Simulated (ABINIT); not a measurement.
The system is WC (Qusongite).

```xyz
2
Lattice="2.9065 0.0000 0.0000 -1.4532 2.5171 0.0000 0.0000 0.0000 2.8366" Properties=species:S:1:pos:R:3 pbc="T T T"
W     0.0000    0.0000    0.0000
C     1.4533    0.8390    1.4183
```

Program: ABINIT 10.8.3 (patched build). Alike in all runs: cell as given; smearing fermi-dirac 0.05 eV.

**Question.** Order these runs on this cell by their pressure, lowest first.
A. level PBE; potentials or basis JTH PAW PBE v2.0; spin off; k mesh 4 × 4 × 4; cutoff (eV) 517; fine-grid cutoff 1034.03 eV; mesh quality coarse
B. level LDA; potentials or basis JTH PAW LDA v2.0; spin SOC, no magnetisation; k mesh 10 × 10 × 9; cutoff (eV) 544; fine-grid cutoff 1088.46 eV; mesh quality not flagged
C. level PBEsol; potentials or basis JTH PAW PBE v2.0; spin off; k mesh 6 × 6 × 5; cutoff (eV) 517; fine-grid cutoff 1034.03 eV; mesh quality coarse
D. level AM05; potentials or basis JTH PAW PBE v2.0; spin SOC, no magnetisation; k mesh 10 × 10 × 9; cutoff (eV) 517; fine-grid cutoff 1034.03 eV; mesh quality not flagged

**Answer.** B (-9.4 GPa), D (-4.2 GPa), C (-2.2 GPa), A (6.9 GPa).

Caveats: some runs use coarse meshes; the PAW data sets were made with another functional, which shifts forces and pressure a little (some runs).
